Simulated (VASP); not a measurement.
# AlN (P6_3mc) in VASP: notebook

One crystal, AlN, is run at these levels: PBEsol; tasks: relaxation of cell and atoms, single point.

Program: VASP 6.6.1. These are calculated values, not measurements. Logs are shortened: lines on timing, memory, paths and dates and some standing lists are left out, and cuts for length are marked.

## Step 1: Starting point

It takes space group P6_3mc (No. 186, hexagonal). The conventional cell has a = 3.480 Å, b = 3.480 Å, c = 3.480 Å, α = 90.00°, β = 90.00°, γ = 120.00°. Around Al (site symmetry 3m) lie 2 N at 1.71 to 1.77 Å. N (site symmetry 3m) is surrounded by 2 Al at 1.71 to 1.77 Å.

The cell was built by a generator and needn't be a form met in nature.

## Step 2: Relaxation of cell and atoms, PBEsol, target pressure 20 GPa, at which the enthalpy is minimised

INCAR

```
SYSTEM = AlN
PREC = Accurate
ENCUT = 600
EDIFF = 1E-7
ISMEAR = 0
SIGMA = 0.01
LREAL = .FALSE.
LASPH = .TRUE.
NELM = 100
ALGO = Normal
ISIF = 8
LWAVE = .FALSE.
LCHARG = .FALSE.
GGA = PS
IBRION = 2
NSW = 70
EDIFFG = -0.01
PSTRESS = 200.0
```

KPOINTS

```
regular mesh
0
G
  9 9 7
  0 0 0
```

POSCAR

```
AlN
1.0
    1.7400497355     -3.0137661419      0.0000000000
    1.7400497355      3.0137661419      0.0000000000
    0.0000000000      0.0000000000      3.4800994710
Al N
2 2
Direct
    0.0000000000      0.0000000000      0.0000000000
    0.6666666667      0.3333333333      0.5000000000
    0.0000000000      0.0000000000      0.4920000000
    0.6666666667      0.3333333333      0.9920000000
```

Potentials or basis: VASP PAW PBE potentials, release 64 (Al, N).

Command:

```sh
$ cat potpaw_PBE.64/Al/POTCAR potpaw_PBE.64/N/POTCAR > POTCAR
$ mpirun -np 1 vasp_std > vasp.out
```

OUTCAR:

```text
SYSTEM = AlN
   PREC = Accurate
   ENCUT = 600
   EDIFF = 1E-7
   ISMEAR = 0
   LREAL = .FALSE.
   LASPH = .TRUE.
   NELM = 100
   ISIF = 8
   GGA = PS
   IBRION = 2
   NSW = 70
   EDIFFG = -0.01
   PSTRESS = 200.0

 ion  position               nearest neighbor table
   1  0.000  0.000  0.000-   3 1.71   3 1.77   4 2.01   4 2.01   4 2.01   2 2.66   2 2.66   2 2.66
                             2 2.66   2 2.66   2 2.66
   2  0.667  0.333  0.500-   4 1.71   4 1.77   3 2.01   3 2.01   3 2.01   1 2.66   1 2.66   1 2.66
                             1 2.66   1 2.66   1 2.66
   3  0.000  0.000  0.492-   1 1.71   1 1.77   2 2.01   2 2.01   2 2.01
   4  0.667  0.333  0.992-   2 1.71   2 1.77   1 2.01   1 2.01   1 2.01

  LATTYP: Found a base centered orthorhombic cell.
 ALAT       =     3.4800994710
 B/A-ratio  =     1.7320000000
 C/A-ratio  =     1.0000000000

  Lattice vectors:

 A1 = (   1.7400497355,  -3.0137661419,   0.0000000000)
 A2 = (   1.7400497355,   3.0137661419,   0.0000000000)
 A3 = (   0.0000000000,   0.0000000000,   3.4800994710)

Analysis of symmetry for initial positions (statically):
=====================================================================
 Subroutine PRICEL returns:
 Original cell was already a primitive cell.

 Routine SETGRP: Setting up the symmetry group for a
 base centered orthorhombic supercell.

 Subroutine GETGRP returns: Found  4 space group operations
 (whereof  2 operations were pure point group operations)
 out of a pool of  8 trial point group operations.

The static configuration has the point symmetry C_1h.
 The point group associated with its full space group is C_2v.

Analysis of symmetry for dynamics (positions and initial velocities):
=====================================================================
 Subroutine PRICEL returns:
 Original cell was already a primitive cell.

 Routine SETGRP: Setting up the symmetry group for a
 base centered orthorhombic supercell.

 Subroutine GETGRP returns: Found  4 space group operations
 (whereof  2 operations were pure point group operations)
 out of a pool of  8 trial point group operations.

The dynamic configuration has the point symmetry C_1h.
 The point group associated with its full space group is C_2v.

 Subroutine INISYM returns: Found  4 space group operations
 (whereof  2 operations are pure point group operations),
 and found     1 'primitive' translations

----------------------------------------------------------------------------------------

                                     Primitive cell

  volume of cell :      36.5000

  direct lattice vectors                    reciprocal lattice vectors
     1.740049735 -3.013766142  0.000000000     0.287348108 -0.165905374  0.000000000
     1.740049735  3.013766142  0.000000000     0.287348108  0.165905374  0.000000000
     0.000000000  0.000000000  3.480099471     0.000000000  0.000000000  0.287348108

  length of vectors
     3.480022908  3.480022908  3.480099471     0.331803449  0.331803449  0.287348108

  position of ions in fractional coordinates (direct lattice)
     0.000000000  0.000000000  0.000000000
     0.666666667  0.333333333  0.500000000
     0.000000000  0.000000000  0.492000000
     0.666666667  0.333333333  0.992000000

  ion indices of the primitive-cell ions
   primitive index   ion index
                 1           1
                 2           2
                 3           3
                 4           4

----------------------------------------------------------------------------------------

 KPOINTS: regular mesh

Automatic generation of k-mesh.
 Grid dimensions read from file:
 generate k-points for:    9    9    7

 Generating k-lattice:

  Cartesian coordinates                     Fractional coordinates (reciprocal lattice)
     0.031927568 -0.018433930  0.000000000     0.111111111  0.000000000  0.000000000
     0.031927568  0.018433930  0.000000000     0.000000000  0.111111111  0.000000000
     0.000000000  0.000000000  0.041049730     0.000000000  0.000000000  0.142857143

  Length of vectors
     0.036867050  0.036867050  0.041049730

  Shift w.r.t. Gamma in fractional coordinates (k-lattice)
     0.000000000  0.000000000  0.000000000

 Subroutine IBZKPT returns following result:
 ===========================================

 Found    100 irreducible k-points:

 Following reciprocal coordinates:
            Coordinates               Weight
  0.000000  0.000000  0.000000      1.000000
  0.111111 -0.000000  0.000000      4.000000
  0.222222  0.000000  0.000000      4.000000
  0.333333 -0.000000  0.000000      4.000000
  0.444444  0.000000  0.000000      4.000000
  0.111111  0.111111  0.000000      2.000000
[... 16 lines left out ...]
 -0.333333  0.333333  0.000000      2.000000
  0.444444  0.444444  0.000000      2.000000
 [... further k-points ...]
   k-points           NKPTS =    100   k-points in BZ     NKDIM =    100   number of bands    NBANDS=     12
   number of dos      NEDOS =    301   number of ions     NIONS =      4
   total plane-waves  NPLWV =  21952
   dimension x,y,z NGX =    28 NGY =   28 NGZ =   28
   dimension x,y,z NGXF=    56 NGYF=   56 NGZF=   56
   ions per type =               2   2
   NGX,Y,Z   is equivalent  to a cutoff of  13.38, 13.38, 13.38 a.u.
   NGXF,Y,Z  is equivalent  to a cutoff of  26.75, 26.75, 26.75 a.u.
 SYSTEM =  AlN
   PREC   = accura    normal or accurate (medium, high low for compatibility)
   ISTART =      0    job   : 0-new  1-cont  2-samecut
   ICHARG =      2    charge: 1-file 2-atom 10-const
   ISPIN  =      1    spin polarized calculation?
   LNONCOLLINEAR =      F non collinear calculations
   LSORBIT =      F    spin-orbit coupling
   LASPH  =      T    aspherical Exc in radial PAW
   ENCUT  =  600.0 eV  44.10 Ry    6.64 a.u.   6.95  6.95  6.95*2*pi/ulx,y,z
   NELM   =    100;   NELMIN=  2; NELMDL= -5     # of ELM steps
   EDIFF  = 0.1E-06   stopping-criterion for ELM
   LREAL  =      F    real-space projection
   EDIFFG = -.1E-01   stopping-criterion for IOM
   NSW    =     70    number of steps for IOM
   IBRION =      2    ionic relax: 0-MD 1-quasi-New 2-CG
   NFREE  =      1    steps in history (QN), initial steepest desc. (CG)
   ISIF   =      8    stress and relaxation
   ISYM   =      2    0-nonsym 1-usesym 2-fastsym
   POTIM  = 0.5000    time-step for ionic-motion
   TEBEG  =    0.0;   TEEND  =   0.0 temperature during run
   PSTRESS=  200.0 pullay stress
   NELECT =      16.0000    total number of electrons
   NUPDOWN=      -1.0000    fix difference up-down
   EMIN   =  10.00;   EMAX   =-10.00  energy-range for DOS
   EFERMI =   0.00;   METHOD = LEGACY
   ISMEAR =     0;   SIGMA  =   0.01  broadening in eV -4-tet -1-fermi 0-gaus
   EFERMI_NEDOS =   21; number of points for ismear=-14 and -15
   IALGO  =     38    algorithm
   IMIX   =      4    mixing-type and parameters
     AMIX     =   0.40;   BMIX     =  1.00
     AMIX_MAG =   1.60;   BMIX_MAG =  1.00
  volume/ion in A,a.u.               =       9.12        61.58
  Fermi-wavevector in a.u.,A,eV,Ry     =   1.243609  2.350080 21.042273  1.546563
  Thomas-Fermi vector in A             =   2.377912
   LORBIT       =      0    0 simple, 1 ext, 2 COOP (PROOUT), +10 PAW based schemes
   GGA     = PS    functional components
   LHFCALC =     F    Hartree Fock is set to
   AEXX    =    0.0000 exact exchange contribution
   IVDW    =     0    specifies the selected vdW correction
   LEPSILON=     F    determine dielectric tensor
   LRPA    =     F    only Hartree local field effects (RPA)
 conjugate gradient relaxation of ions
 non-spin polarized calculation
 Gauss-broadening in eV      SIGMA  =   0.01
  energy-cutoff  :      600.00
  volume of cell :       36.50
 maximum number of plane-waves:      1229
   NGX = 13   NGY = 13   NGZ = 13

--------------------------------------- Ionic step        1  -------------------------------------------

 number of electron      15.9999999 magnetization

 Free energy of the ion-electron system (eV)
  ---------------------------------------------------
  ext. energy  EPLUGINS =         0.00000000
  ---------------------------------------------------
  free energy    TOTEN  =       -29.33048116 eV

  energy without entropy =      -29.33048116  energy(sigma->0) =      -29.33048116

------------------------ aborting loop because EDIFF is reached ----------------------------------------

  FORCE on cell =-STRESS in cart. coord.  units (eV):
  Direction    XX          YY          ZZ          XY          YZ          ZX
  --------------------------------------------------------------------------------------
  -------------------------------------------------------------------------------------
  Total        0.7644859      0.7658717     24.4216806      0.0000000      0.0000000      0.0000000
  in kB       33.5573131     33.6181462   1071.9962489      0.0000000      0.0000000      0.0000000
  external PRESSURE =     179.7239027 kB  Pullay stress =     200.0000000 kB

 VOLUME and BASIS-vectors are now :
 -----------------------------------------------------------------------------
  energy-cutoff  :      600.00
  volume of cell :       36.50
      direct lattice vectors                 reciprocal lattice vectors
     1.740049735 -3.013766142  0.000000000     0.287348108 -0.165905374  0.000000000
     1.740049735  3.013766142  0.000000000     0.287348108  0.165905374  0.000000000
     0.000000000  0.000000000  3.480099471     0.000000000  0.000000000  0.287348108
[... 290 lines left out ...]
  FREE ENERGIE OF THE ION-ELECTRON SYSTEM (eV)
  ---------------------------------------------------
  free  energy   TOTEN  =       -29.7422407784 eV

  energy  without entropy=      -29.7422407784  energy(sigma->0) =      -29.74224078

  enthalpy is  TOTEN    =       -24.9240507189 eV   P V=        4.8181900596

--------------------------------------- Ionic step        9  -------------------------------------------

 number of electron      16.0000000 magnetization

 Free energy of the ion-electron system (eV)
  ---------------------------------------------------
  ext. energy  EPLUGINS =         0.00000000
  ---------------------------------------------------
  free energy    TOTEN  =       -29.75089723 eV

  energy without entropy =      -29.75089723  energy(sigma->0) =      -29.75089723

 E-fermi :   7.6984     XC(G=0): -11.3715

 val. band max:        7.6416149342   @ k =   0.4444   0.0000   0.0000
 cond. band min:      10.7896381219   @ k =   0.0000   0.0000   0.0000
 fundamental gap:      3.1480231877
 Fermi energy:         7.6983968450

 k-point     1 :       0.0000    0.0000    0.0000
  band No.  band energies     occupation
      1      -9.1368      2.00000
      2      -4.5123      2.00000
      3       1.6522      2.00000
      4       3.7753      2.00000
      5       3.7755      2.00000
      6       6.6373      2.00000
      7       6.6374      2.00000
      8       6.8299      2.00000
      9      10.7896      0.00000
     10      12.7406      0.00000
     11      15.6328      0.00000
     12      15.6333      0.00000

 k-point     2 :       0.1111   -0.0000    0.0000
  band No.  band energies     occupation
      1      -9.0168      2.00000
      2      -4.6224      2.00000
      3       1.7634      2.00000
      4       3.5527      2.00000
      5       3.5809      2.00000
      6       6.2474      2.00000
      7       6.6399      2.00000
      8       6.8290      2.00000
      9      11.4775      0.00000
     10      13.0987      0.00000
     11      15.2863      0.00000
     12      15.8611      0.00000
[... 316 lines left out ...]
 k-point    24 :       0.4444    0.4444    0.0000
  band No.  band energies     occupation
      1      -7.4273      2.00000
      2      -6.2013      2.00000
      3       1.5509      2.00000
      4       3.1247      2.00000
      5       3.2572      2.00000
      6       4.5999      2.00000
      7       5.2115      2.00000
      8       7.5544      2.00000
      9      12.0549      0.00000
     10      15.7615      0.00000
     11      16.6971      0.00000
     12      16.8226      0.00000

 [... further k-points ...]

------------------------ aborting loop because EDIFF is reached ----------------------------------------

  FORCE on cell =-STRESS in cart. coord.  units (eV):
  Direction    XX          YY          ZZ          XY          YZ          ZX
  --------------------------------------------------------------------------------------
  -------------------------------------------------------------------------------------
  Total       -1.4996854     -1.4988734     17.5028832      0.0000000      0.0000000      0.0000000
  in kB      -62.1421341    -62.1084864    725.2631099      0.0000000      0.0000000      0.0000000
  external PRESSURE =       0.3374965 kB  Pullay stress =     200.0000000 kB

 VOLUME and BASIS-vectors are now :
 -----------------------------------------------------------------------------
  energy-cutoff  :      600.00
  volume of cell :       38.67
      direct lattice vectors                 reciprocal lattice vectors
     1.773803757 -3.072228107  0.000000000     0.281880111 -0.162748332  0.000000000
     1.773803757  3.072228107  0.000000000     0.281880111  0.162748332  0.000000000
     0.000000000  0.000000000  3.547607514     0.000000000  0.000000000  0.281880111

 POSITION                                       TOTAL-FORCE (eV/Angst)
 -----------------------------------------------------------------------------------
      1.77380      3.07222      3.53337         0.000000     -0.000038      0.003828
      1.77380     -1.02407      1.75956         0.000000      0.000038      0.003828
      1.77380      3.07222      1.75966         0.000000     -0.000093     -0.003828
      1.77380     -1.02407      3.53347         0.000000      0.000093     -0.003828
 -----------------------------------------------------------------------------------
    total drift:                                0.000000     -0.000000      0.000121

  FREE ENERGIE OF THE ION-ELECTRON SYSTEM (eV)
  ---------------------------------------------------
  free  energy   TOTEN  =       -29.7508972265 eV

  energy  without entropy=      -29.7508972265  energy(sigma->0) =      -29.75089723

  enthalpy is  TOTEN    =       -24.9242672741 eV   P V=        4.8266299524

 reached required accuracy - stopping structural energy minimisation
```

Wall time 2.5 min (1 thread of AMD EPYC 9R45 (Zen 5), shared host); peak memory 0.16 GiB.

Results:

```
Free energy                                            : -29.7509 eV
Relaxed volume                                         : 9.67 Å³/atom
Relaxed cell                                           : a = 3.548 Å, b = 3.548 Å, c = 3.548 Å, α = 90.00°, β = 90.00°, γ = 120.00°
Space group after relaxing (to 0.05 Å)                 : P6_3/mmc (No. 194)
Energy change on relaxing (the enthalpy is what falls) : -105.1 meV/atom
Ionic steps                                            : 9
Pressure after relaxing                                : 20.0 GPa
Largest force after relaxing                           : 0.004 eV/Å
Band gap on the k mesh                                 : 3.15 eV, indirect (least direct gap 3.96 eV)
```

Forces on the atoms (eV/Å):
```
Al   0.000  0.000  0.004
Al   0.000  0.000  0.004
N    0.000  0.000 -0.004
N    0.000  0.000 -0.004
```

Stress tensor (GPa, compression positive):
```
-6.21  0.00  0.00
 0.00 -6.21  0.00
 0.00  0.00 72.53
```

Step by step:
```csv
step,energy change (eV),largest force (eV/Å),pressure (GPa),volume (Å³)
1,0.0000,1.2980,37.97,36.50
2,-0.3062,3.1504,2.89,42.18
3,-0.3509,0.6388,23.34,38.23
4,-0.3419,0.5730,23.90,38.15
5,-0.5175,0.7902,12.69,39.80
6,-0.4280,0.0424,19.60,38.73
7,-0.4265,0.0523,19.68,38.72
8,-0.4118,0.0630,20.53,38.60
9,-0.4204,0.0038,20.03,38.67
```

Final structure:
```xyz
4
Lattice="1.7738 -3.0722 0.0000 1.7738 3.0722 0.0000 0.0000 0.0000 3.5476" Properties=species:S:1:pos:R:3 pbc="T T T"
Al    1.7738    3.0722    3.5334
Al    1.7738   -1.0241    1.7596
N     1.7738    3.0722    1.7597
N     1.7738   -1.0241    3.5335
```

Caveat: the cell is relaxed towards a set pressure, so the enthalpy falls and the energy may rise; the PAW data sets were made with another functional, which shifts forces and pressure a little; an odd mesh through Γ misses points on the zone boundary, where band edges often lie. As with any semilocal functional, this PBEsol gap is likely too small.

## Step 3: Relaxation of cell and atoms, PBEsol, target pressure 20 GPa, at which the enthalpy is minimised

This run uses another cell than the first one, of 8.25 Å³/atom, 0.904 times its volume.

INCAR

```
PREC = Accurate ; ENCUT = 600
EDIFF = 1E-6 ; ISMEAR = 0
SIGMA = 0.01 ; LREAL = False
LASPH = True ; NELM = 60
ALGO = Normal ; ISIF = 8
LWAVE = False ; LCHARG = False
GGA = PS ; IBRION = 2
NSW = 70 ; EDIFFG = -0.01
PSTRESS = 200.0
```

KPOINTS

```
Automatic mesh
0
Gamma
  9 9 7
```

POSCAR

```
AlN
1.0
    2.0206200103     -2.0206200103      0.0000000000
    2.0206200103      2.0206200103      0.0000000000
    0.0000000000      0.0000000000      4.0412400206
Al N
2 2
Direct
    0.0000000000      0.0000000000      0.0000000000
    0.5066666667      0.4933333333      0.5000000000
    0.0000000000      0.0000000000      0.4920000000
    0.5066666667      0.4933333333      0.9920000000
```

Potentials or basis: VASP PAW PBE potentials, release 64 (Al, N).

Command:

```sh
$ cat potpaw_PBE.64/Al/POTCAR potpaw_PBE.64/N/POTCAR > POTCAR
$ mpirun -np 1 vasp_std > vasp.out
```

Wall time 79 s (1 thread of AMD EPYC 9R45 (Zen 5), shared host); peak memory 0.15 GiB.

Results (log left out):

- Free energy: -30.7754 eV
- Relaxed volume: 7.73 Å³/atom
- Relaxed cell: a = 2.797 Å, b = 2.797 Å, c = 3.955 Å, α = 90.00°, β = 90.00°, γ = 90.00°
- Space group after relaxing (to 0.05 Å): Fm-3m (No. 225)
- Energy change on relaxing (the enthalpy is what falls): +27.8 meV/atom
- Ionic steps: 9
- Pressure after relaxing: 20.0 GPa
- Largest force after relaxing: 0.006 eV/Å
- Band gap on the k mesh: 5.01 eV

Forces in eV/Å, atoms in the order of the input:
```
Al   0.000 -0.006  0.001
Al   0.000  0.006  0.001
N    0.000 -0.002 -0.001
N    0.000  0.002 -0.001
```

The path:
```csv
step,energy change (eV),largest force (eV/Å),pressure (GPa),volume (Å³)
1,0.0000,0.3642,0.81,33.00
2,0.6492,0.1342,52.63,28.50
3,0.1203,0.3096,20.28,30.93
4,0.1253,0.3083,20.70,30.89
5,0.1149,0.0387,20.35,30.91
6,0.1149,0.0389,20.35,30.91
7,0.1065,0.0061,19.61,30.98
8,0.1092,0.0149,19.85,30.95
9,0.1113,0.0065,20.04,30.94
```

Final structure:
```
Al N
1.0
     1.97760   -1.97760    0.00000
     1.97760    1.97760    0.00000
     0.00000    0.00000    3.95520
Al N
2 2
Direct
  0.00322 0.99678 0.99598
  0.50344 0.49656 0.49598
  0.00335 0.99665 0.49602
  0.50332 0.49668 0.99602
```

Levels at points of the mesh, in eV from the valence-band top:
```tsv
k point	band 6	band 7	band 8	band 9	band 10	band 11
(0.00, 0.00, 0.00)	0.00	0.00	0.00	5.01	5.20	6.65
```

Caveat: the cell is relaxed towards a set pressure, so the enthalpy falls and the energy may rise; the PAW data sets were made with another functional, which shifts forces and pressure a little; an odd mesh through Γ misses points on the zone boundary, where band edges often lie.

(Part 1 of 2 ends here.)
